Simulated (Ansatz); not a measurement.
## In2STe monolayer in a perpendicular field

What dipole does a perpendicular field induce in the In2STe monolayer, and does the gap follow? A positive field points along +c.

Calculated with Ansatz 0.2.0; plane-wave DFT, PBE-D3(BJ), Ansatz PAW (set soft_1); PAW set soft_1.

### Step 1. Starting point

The cell holds 4 atoms: 1 Te, 2 In and 1 S. Cell: a = 4.157 Å, b = 4.157 Å, c = 41.038 Å, α = 90.0°, β = 90.0°, γ = 120.0°. Vacuum lies along c.

### Step 2. Relaxing the slab

The starting cell is a guess, so the in-plane lattice and the atoms are relaxed first, with the slab cut off from its images along the normal.

File input.yaml:

```yaml
crystal:
  lattice:
    - [4.1574, 0.0, 0.0]
    - [-2.0787, 3.6004140137, 0.0]
    - [0.0, 0.0, 41.0382444636]
  atoms:
    - { symbol: Te, position: [0.3333333333, 0.6666666667, 0.4386152535] }
    - { symbol: In, position: [0.0, 0.0, 0.4751468229] }
    - { symbol: In, position: [0.0, 0.0, 0.5443505629] }
    - { symbol: S, position: [0.3333333333, 0.6666666667, 0.5613847465] }
  periodic: [true, true, false]
kpoints:
  mp_grid: { grid: [12, 12, 1] }
hamiltonian:
  xc: pbe
  dispersion: d3bj
  pseudopotentials: { kind: paw, azcp: { folder: soft_1 } }
scf:
  occupations: { method: fermi_dirac, width: 0.05 }
  convergence: { dr2_threshold: 1.0e-09 }
relax:
  f_tol: 0.004
  max_steps: 90
  cell: {}
output:
  write_potential: true
  write_density: true
  volumetric_format: npy
```

Run with:

```bash
ansatz run input.yaml --threads 2 --pin off --max-ram 3072MiB --backend cpu --events-out ev --progress --plain --runs-dir out
```

Numbers of over 12 decimals in the logs are rounded to 6 here.

The program printed:

```text
Warning: relax.cell: scf.convergence.dr2_threshold = 1e-9 eV is looser than the 1.76874697525e-10 eV advised for a relaxation that steers and ends on the stress (1e-10 eV for each atom of the cell: 4, times the square of relax.cell.stress_2d_tol = 0.05 N/m over 15.0 Å (the atoms' height at the walk's start and 5 Å past either face), 3.325e-2 GPa, over a crystal's default 0.05). What an SCF threshold leaves in a stress goes as its square root, and in the free energy as the threshold itself, and one threshold admits the most on a small cell: [figures from the program's tests cut] Set scf.convergence.dr2_threshold to 1.76874697525e-10 eV or tighter. [rest of the remark cut]
Engine: ansatz 0.2.0, aarch64-unknown-linux-gnu
Pseudopotentials: kind: paw
Pseudopotential: Te, paw, valence charge 16, recommended cutoff 420 eV (normal), soft_1/Te.paw.azcp
Pseudopotential: In, paw, valence charge 13, recommended cutoff 420 eV (normal), soft_1/In.paw.azcp
Pseudopotential: S, paw, valence charge 6, recommended cutoff 420 eV (normal), soft_1/S.paw.azcp
Functional definition: PBE
  parameter kappa = 0.804
  parameter beta = 0.066725
  exchange = pbe_x(kappa = kappa, mu = beta*pi^2/3)
  correlation = pbe_c(beta = beta)
Crystal: 4 atoms, lattice volume = 614.275 Å³
Basis set: ecut = 420 eV, 11843 PW (Γ), exchange–correlation on 60×60×576 points (8 copies of the dense FFT grid, shifted against one another)
Bands: 29, of which v1, the nominal top of the filled ones, is band 24 counted from 1 (23 counted from 0)
Symmetry: 6 space group operations
Space group: P3m1 (ITA 156), of the structure as read, at distance tolerance 8.5e-5 Å
k-points: 19 of 144 (time reversal used)
Non-local potential: Te, projectors of the file, l = 0: 2, l = 1: 2, l = 2: 2, l = 3: 1
Non-local potential: In, projectors of the file, l = 0: 2, l = 1: 2, l = 2: 2, l = 3: 1
Non-local potential: S, projectors of the file, l = 0: 2, l = 1: 2, l = 2: 1
PAW form: soft (Blöchl's): semilocal exchange-correlation on the pseudo side does not see the compensation charge
PAW one-centre angular grid: Te, 590 points (default); XC on 64 Gauss nodes
PAW one-centre angular grid: In, 590 points (default); XC on 64 Gauss nodes
PAW one-centre angular grid: S, 110 points (default); XC on 64 Gauss nodes
Initial density: superposition of atomic densities (neutral atoms: chi_scale 0, normalization atom)
Initial wavefunctions: pseudopotential atomic-orbital guess
Functional: x = pbe(κ = 0.804, μ = 0.219515), c = pbe(β = 0.066725)
SCF iter   1: F=—  HF=-19080.771554 eV  |F-HF|=—  |Δ(HF+E_count)|=         —  Δρ=1.38e-2  dr2=2.18e0  ethr=3.10e-3  ⟨swp⟩=15.6  Hψ=4123  notcnv=0
preconditioner: auto → Resta (q_TF=auto, 1.784 Å⁻¹)  ε∞=1.5  [insulator: Δε(μ)=1.033 eV  Ē_g=13.022 eV  σ=0.050 eV  W_gap=1.00  n_scr=52 (ndim 8)  ℏωp=9.2 eV  f_vac=0.772  D(μ)=0.00/eV (n_scr^D=0)  ε∞_Penn≈1.5  vacuum switching on, ρ_ref=1.2e-2 e/Å³]
SCF iter   2: F=—  HF=-19080.231543 eV  |F-HF|=—  |Δ(HF+E_count)|=   5.40e-1  Δρ=6.42e-3  dr2=5.39e-1  ethr=3.10e-3  ⟨swp⟩=4.7  Hψ=1403  notcnv=0  defer=10
SCF iter   3: F=—  HF=-19080.308504 eV  |F-HF|=—  |Δ(HF+E_count)|=   7.70e-2  Δρ=4.53e-3  dr2=1.36e0  ethr=1.12e-3  ⟨swp⟩=6.1  Hψ=1564  notcnv=0  defer=8  recentre
SCF iter   4: F=—  HF=-19080.192722 eV  |F-HF|=—  |Δ(HF+E_count)|=   1.16e-1  Δρ=2.57e-3  dr2=1.92e-1  ethr=1.12e-3  ⟨swp⟩=4.5  Hψ=953  notcnv=0  defer=11
SCF iter   5: F=—  HF=-19080.179940 eV  |F-HF|=—  |Δ(HF+E_count)|=   1.28e-2  Δρ=1.20e-3  dr2=8.93e-3  ethr=4.00e-4  ⟨swp⟩=4.5  Hψ=986  notcnv=0  defer=5
SCF iter   6: F=—  HF=-19080.180352 eV  |F-HF|=—  |Δ(HF+E_count)|=   4.12e-4  Δρ=2.73e-4  dr2=4.50e-4  ethr=1.86e-5  ⟨swp⟩=2.6  Hψ=1063  notcnv=0  defer=5
SCF iter   7: F=—  HF=-19080.180536 eV  |F-HF|=—  |Δ(HF+E_count)|=   1.83e-4  Δρ=1.06e-4  dr2=2.54e-4  ethr=9.38e-7  ⟨swp⟩=3.5  Hψ=1270  notcnv=0  defer=5
SCF iter   8: F=—  HF=-19080.180509 eV  |F-HF|=—  |Δ(HF+E_count)|=   2.70e-5  Δρ=5.03e-5  dr2=5.01e-5  ethr=5.29e-7  ⟨swp⟩=2.2  Hψ=688  notcnv=0  defer=5
SCF iter   9: F=—  HF=-19080.180495 eV  |F-HF|=—  |Δ(HF+E_count)|=   1.41e-5  Δρ=1.41e-5  dr2=3.97e-6  ethr=1.04e-7  ⟨swp⟩=2.5  Hψ=941  notcnv=0  defer=5
SCF iter  10: F=—  HF=-19080.180416 eV  |F-HF|=—  |Δ(HF+E_count)|=   7.86e-5  Δρ=5.55e-6  dr2=1.74e-7  ethr=8.27e-9  ⟨swp⟩=3.2  Hψ=1179  notcnv=0  defer=5
SCF iter  11: F=—  HF=-19080.180416 eV  |F-HF|=—  |Δ(HF+E_count)|=   5.44e-8  Δρ=1.29e-6  dr2=1.17e-8  ethr=3.62e-10  ⟨swp⟩=3.1  Hψ=1164  notcnv=0  defer=5
SCF iter  12: F=—  HF=-19080.180416 eV  |F-HF|=—  |Δ(HF+E_count)|=   1.42e-9  Δρ=5.10e-7  dr2=4.44e-9  ethr=2.43e-11  ⟨swp⟩=2.9  Hψ=1262  notcnv=0  defer=5
SCF iter  13: F=—  HF=-19080.180416 eV  |F-HF|=—  |Δ(HF+E_count)|=  4.87e-10  Δρ=1.49e-7  dr2=1.01e-9  ethr=9.26e-12  ⟨swp⟩=3.2  Hψ=1186  notcnv=0  defer=5
SCF iter  14: F=—  HF=-19080.180416 eV  |F-HF|=—  |Δ(HF+E_count)|=  6.18e-11  Δρ=1.04e-7  dr2=1.07e-9  ethr=2.08e-12  ⟨swp⟩=10.2  Hψ=3687  notcnv=0
SCF iter  15: F=-19080.180416 eV  HF=-19080.180416 eV  |F-HF|=1.53e-10  |Δ(HF+E_count)|=  1.67e-10  Δρ=5.23e-8  dr2=2.45e-10  ethr=2.08e-12  ⟨swp⟩=7.6  Hψ=3250  notcnv=0
SCF 1 converged in 15 iterations: F = -19080.180416 eV  dr2 = 2.45e-10
  greatest PAW one-centre occupation: 0.998 electrons in one spin orbital (limit 2), on the Te atom at site 0 (counted from 0), in its partial waves of l = 2
relax step   1: F+E_penalty+E_count = -19080.18041600 eV  Δ(F+E_penalty+E_count) = +0.000e0 eV  max|allowed force component| = 1.286e0 eV/Å  Δτ_max = 0.0000 Å  P = +1.870 N/m  Ω = 614.275 Å³  fix = [c, alpha, beta]  reactions: c +0.000 N/m  (15 SCF iters, accepted)
Crystal: 4 atoms, lattice volume = 615.258 Å³
Basis set: ecut = 420 eV, 11867 PW (Γ), exchange–correlation on 60×60×576 points (8 copies of the dense FFT grid, shifted against one another)
Initial density: handed on by an earlier stage of this run
Initial wavefunctions: those handed on with the density
iter 1 solved again at ethr=7.21e-4 eV; its pass at ethr=3.10e-3 eV (dr2=3.46e-1 eV) is discarded
SCF iter   1: F=—  HF=-19080.429380 eV  |F-HF|=—  |Δ(HF+E_count)|=         —  Δρ=2.98e-3  dr2=3.44e-1  ethr=7.21e-4  ⟨swp⟩=2.0  Hψ=4157  notcnv=0
preconditioner: auto → Resta (q_TF=auto, 1.783 Å⁻¹)  ε∞=1.5  [insulator: Δε(μ)=0.754 eV  Ē_g=13.151 eV  σ=0.050 eV  W_gap=1.00  n_scr=52 (ndim 8)  ℏωp=9.2 eV  f_vac=0.776  D(μ)=0.00/eV (n_scr^D=0)  ε∞_Penn≈1.5  vacuum switching on, ρ_ref=1.3e-2 e/Å³]
SCF iter   2: F=—  HF=-19080.536124 eV  |F-HF|=—  |Δ(HF+E_count)|=   1.07e-1  Δρ=4.34e-3  dr2=1.57e0  ethr=7.17e-4  ⟨swp⟩=6.7  Hψ=1319  notcnv=0  defer=1  recentre
[...]
SCF iter   5: F=—  HF=-19080.397061 eV  |F-HF|=—  |Δ(HF+E_count)|=   9.42e-5  Δρ=1.21e-4  dr2=1.00e-4  ethr=1.99e-6  ⟨swp⟩=2.6  Hψ=991  notcnv=0  defer=5
SCF iter   6: F=—  HF=-19080.397036 eV  |F-HF|=—  |Δ(HF+E_count)|=   2.42e-5  Δρ=7.27e-5  dr2=3.47e-5  ethr=2.08e-7  ⟨swp⟩=2.9  Hψ=1291  notcnv=0  defer=5
SCF iter   7: F=—  HF=-19080.397032 eV  |F-HF|=—  |Δ(HF+E_count)|=   4.84e-6  Δρ=2.06e-5  dr2=2.63e-6  ethr=7.23e-8  ⟨swp⟩=2.3  Hψ=1013  notcnv=0  defer=5
SCF iter   8: F=—  HF=-19080.396953 eV  |F-HF|=—  |Δ(HF+E_count)|=   7.82e-5  Δρ=4.03e-6  dr2=1.39e-7  ethr=5.49e-9  ⟨swp⟩=3.2  Hψ=1207  notcnv=0  defer=5
SCF iter   9: F=—  HF=-19080.396953 eV  |F-HF|=—  |Δ(HF+E_count)|=   1.36e-8  Δρ=1.23e-6  dr2=8.95e-9  ethr=2.89e-10  ⟨swp⟩=3.4  Hψ=1253  notcnv=0  defer=5
SCF iter  10: F=—  HF=-19080.396953 eV  |F-HF|=—  |Δ(HF+E_count)|=   6.18e-9  Δρ=3.57e-7  dr2=1.35e-9  ethr=1.86e-11  ⟨swp⟩=3.2  Hψ=1146  notcnv=0  defer=5
SCF iter  11: F=-19080.396953 eV  HF=-19080.396953 eV  |F-HF|=1.13e-10  |Δ(HF+E_count)|=  3.27e-11  Δρ=9.11e-8  dr2=4.23e-11  ethr=2.08e-12  ⟨swp⟩=11.3  Hψ=4188  notcnv=0
SCF 3 converged in 11 iterations: F = -19080.396953 eV  dr2 = 4.23e-11
relax step   3: F+E_penalty+E_count = -19080.39695342 eV  Δ(F+E_penalty+E_count) = -1.652e-2 eV  max|allowed force component| = 1.515e-1 eV/Å  Δτ_max = 0.0918 Å  P = -0.711 N/m  Ω = 605.511 Å³  energy of the carried Pulay correction = +2.427e-4 eV  fix = [c, alpha, beta]  reactions: c -0.000 N/m  (11 SCF iters, accepted)
[...]
relax step   4: F+E_penalty+E_count = -19080.40197403 eV  Δ(F+E_penalty+E_count) = -5.021e-3 eV  max|allowed force component| = 3.802e-2 eV/Å  Δτ_max = 0.0176 Å  P = -0.312 N/m  Ω = 602.297 Å³  energy of the carried Pulay correction = +3.333e-4 eV  fix = [c, alpha, beta]  reactions: c -0.000 N/m  (9 SCF iters, accepted)
[...]
relax step   5: F+E_penalty+E_count = -19080.40336085 eV  Δ(F+E_penalty+E_count) = -1.387e-3 eV  max|allowed force component| = 2.400e-2 eV/Å  Δτ_max = 0.0079 Å  P = -0.012 N/m  Ω = 597.256 Å³  energy of the carried Pulay correction = +4.768e-4 eV  fix = [c, alpha, beta]  reactions: c -0.000 N/m  (9 SCF iters, accepted)
[...]
relax step   6: F+E_penalty+E_count = -19080.40340556 eV  Δ(F+E_penalty+E_count) = -4.471e-5 eV  max|allowed force component| = 5.981e-4 eV/Å  Δτ_max = 0.0022 Å  P = -0.001 N/m  Ω = 597.130 Å³  energy of the carried Pulay correction = +4.804e-4 eV  fix = [c, alpha, beta]  reactions: c -0.000 N/m  (7 SCF iters, accepted)
Initial wavefunctions: pseudopotential atomic-orbital guess (no wavefunctions were taken with the density)
iter 1 solved again at ethr=1.46e-6 eV; its pass at ethr=3.10e-3 eV (dr2=7.00e-4 eV) is discarded
SCF iter   1: F=—  HF=-19080.402876 eV  |F-HF|=—  |Δ(HF+E_count)|=         —  Δρ=1.51e-5  dr2=4.10e-7  ethr=1.46e-6  ⟨swp⟩=5.1  Hψ=6371  notcnv=0
eigensolver tolerance schedule: the retry pair's looser diagonalisation over-reported the residual by 1704.98 of it (diagonalisation noise at 4.05 of the residual, at the tolerance the schedule requests for it); recorded, not acted on — ethr = c·dr2/N_el stays at c = 1.0e-1
preconditioner: auto → Resta (q_TF=auto, 1.792 Å⁻¹)  ε∞=1.5  [insulator: Δε(μ)=0.859 eV  Ē_g=13.171 eV  σ=0.050 eV  W_gap=1.00  n_scr=40 (ndim 8)  ℏωp=9.4 eV  f_vac=0.773  D(μ)=0.00/eV (n_scr^D=0)  ε∞_Penn≈1.5  vacuum switching on, ρ_ref=1.3e-2 e/Å³]
SCF iter   2: F=—  HF=-19080.402937 eV  |F-HF|=—  |Δ(HF+E_count)|=   6.07e-5  Δρ=7.19e-6  dr2=2.45e-7  ethr=8.54e-10  ⟨swp⟩=5.2  Hψ=1830  notcnv=0
SCF iter   3: F=—  HF=-19080.402937 eV  |F-HF|=—  |Δ(HF+E_count)|=   5.54e-8  Δρ=3.81e-6  dr2=3.10e-7  ethr=5.11e-10  ⟨swp⟩=2.9  Hψ=1122  notcnv=0
SCF iter   4: F=—  HF=-19080.402937 eV  |F-HF|=—  |Δ(HF+E_count)|=   2.57e-9  Δρ=2.09e-6  dr2=2.20e-7  ethr=5.11e-10  ⟨swp⟩=2.7  Hψ=711  notcnv=0
SCF iter   5: F=—  HF=-19080.402937 eV  |F-HF|=—  |Δ(HF+E_count)|=   1.56e-8  Δρ=1.16e-6  dr2=5.28e-9  ethr=4.58e-10  ⟨swp⟩=1.6  Hψ=620  notcnv=0
SCF iter   6: F=-19080.402937 eV  HF=-19080.402937 eV  |F-HF|=2.29e-10  |Δ(HF+E_count)|=   1.34e-9  Δρ=5.23e-7  dr2=6.72e-10  ethr=2.08e-12  ⟨swp⟩=13.2  Hψ=5188  notcnv=0
SCF 7 converged in 6 iterations: F = -19080.402937 eV  dr2 = 6.72e-10
relax step   7: F+E_penalty+E_count = -19080.40293711 eV  Δ(F+E_penalty+E_count) = +4.685e-4 eV  max|allowed force component| = 5.386e-4 eV/Å  Δτ_max = 0.0000 Å  P = -0.002 N/m  Ω = 597.130 Å³  fix = [c, alpha, beta]  reactions: c -0.000 N/m  stress off target by 2.18e-3 N/m on what of the cell is left free  SCF on the basis re-selected at this cell (its energy is not comparable with the rows above)  (6 SCF iters)
basis re-selected at this cell: Δ(F+E_penalty+E_count) = +4.685e-4 eV, ΔP = -0.001 N/m vs the last step (what re-selecting the basis moved, of the pressure what is left beyond the Pulay correction that the steps carried, after the strain that the cell walked since its last selection, with what the two solves' SCF thresholds leave and, on support functions, any second-order correction that the steps lacked; it is no m [...]
SCF converged after 6 iterations
Free energy (F): -19080.402937 eV
Harris-Foulkes:  -19080.402937 eV  (|F-HF|=2.29e-10)
Internal energy: -19080.402933 eV  (E = F + TS)
E sigma→0 (E₀):  -19080.402935 eV
Entropy (-TS):   -0.000004 eV (-0.001 meV/atom)
Fermi energy:    -4.875255 eV
--- Per-component energies (eV) ---
  E_band       = -988.818134
  E_kinetic    = 712.885989
  E_local      = -116665.915603  (includes V_loc(G=0)·N_el)
  E_nonlocal   = 755.004983
  E_hartree    = 57766.057638
  E_xc         = -495.618720
  E_vxc        = -361.134822  (∫ρ·V_xc dr)
  E_paw        = -13699.420407  (= ΣΔE_a)
  E_vpaw       = -961.775502  (= ΣTr[D̂ρ^β])
  E_aug_tail   = 0.000384  (compensation charges beyond the density's cutoff)
  E_ewald      = 52547.505569
  E_disp       = -0.902765  (pairwise vdW)
  E_smearing   = -0.000004  (= −TS)
  E_closure    = 0.000000  (closes the sum)
  Σ components = -19080.402937   (vs F -19080.402937, Δ=0.00e0)
--- Forces (eV/Å), atoms counted from 1 ---
  atom   1  Te    -0.00000000     0.00000000     0.00004224
  atom   2  In     0.00000000    -0.00000000    -0.00053905
  atom   3  In     0.00000000    -0.00000000     0.00021388
  atom   4  S     -0.00000000     0.00000000     0.00028115
  max |Σ_I F_I| component: 1.77e-6 eV/Å
--- 2D stress c σ (N/m, compression-positive) ---
       -0.002176       0.000000      -0.000000
        0.000000      -0.002176      -0.000000
       -0.000000      -0.000000      -0.000000
  P = ½ c Tr σ = -0.0022 N/m
--- Band table (eV; the first three rows and the last of 19) ---
  k-point 0: bands = [... 20 lower, -7.1131, -6.0028, -5.3284, -5.3284, -4.4698, -2.5514, -1.1493, -1.1493, ... 1 higher]
  k-point 1: bands = [... 20 lower, -7.1789, -5.9766, -5.8281, -5.4412, -4.1656, -2.1927, -1.4821, -1.0619, ... 1 higher]
  k-point 2: bands = [... 20 lower, -7.3495, -6.7998, -5.8918, -5.7175, -3.6509, -2.3951, -1.3980, -0.8843, ... 1 higher]
  k-point 18: bands = [... 20 lower, -8.3982, -7.5767, -6.9749, -6.9662, -3.3885, -2.9936, -1.7511, -0.9059, ... 1 higher]
  the weakly bound empty levels are not read free of the cell's end (no_gap_told)
--- Relaxed structure (6 steps of the walk, 6 accepted, 1 SCFs on fresh bases) ---
  F+E_penalty+E_count = -19080.40293711 eV   max|allowed force component| = 5.386e-4 eV/Å   (the final SCF, on the basis selected at the relaxed cell)
  cell:  # Å, volume = 597.1297 Å³
    - [4.098969, -2.1623849491515196e-18, 0]
    - [-2.049484, 3.549811, 0]
    - [0, 0, 41.0382444636]
  atoms:
    - { symbol: Te, position: [0.333333, 0.666667, 0.436594] }
    - { symbol: In, position: [-5.526079558862422e-19, -3.700743415524895e-17, 0.473634] }
    - { symbol: In, position: [-9.633904518257635e-19, -3.700743415524895e-17, 0.541713] }
    - { symbol: S, position: [0.333333, 0.666667, 0.567556] }
```

Wall time 2.2 min (2 threads of Arm Neoverse V1, shared host); peak memory 0.85 GiB.

Step by step:

```
step  energy less that of the first step (eV)  largest force component (eV/Å)  volume (Å³)
   1                                   0.0000                          1.2856       614.28
   2                                  -0.2000                          0.3490       615.26
   3                                  -0.2165                          0.1515       605.51
   4                                  -0.2216                          0.0380       602.30
   5                                  -0.2229                          0.0240       597.26
   6                                  -0.2230                          0.0006       597.13
  7*                                  -0.2225                          0.0005       597.13
```

Relaxation steps marked * repeat the geometry before them on a plane-wave basis chosen anew for their cell, so energy and pressure can jump there.

The run keeps the 6 symmetry operations that it works with, so distortions that break them were not tested.

```
cell as run  before  after  change
      a (Å)   4.157  4.099  -1.4 %
      b (Å)   4.157  4.099  -1.4 %
```

The atoms that moved most (Å, along periodic axes as changes of fractional coordinates times the final cell, across vacuum about the mean position):

```
atom     dx     dy      dz  length
  S4  0.000  0.000   0.253   0.253
 In3  0.000  0.000  -0.108   0.108
 Te1  0.000  0.000  -0.083   0.083
 In2  0.000  0.000  -0.062   0.062
```

The lattice constant a goes from 4.157 to 4.099 Å.

[end of part 1 of 2]

[Logs are printed without paths, hosts, clocks, repeated set-up lines and the standing remarks that a program may print on its own settings, such as how far it seeks lower states.]

[Hosts, paths, dates, database ids (printed as entryN), source tags and the programs' standing remarks are cut or masked in the printed files.]

[Maps of the electrostatic potential energy from Ansatz leave out the sawtooth potential of an applied field or a dipole correction, so their vacuum need not be flat; planar profiles and work functions include it.]
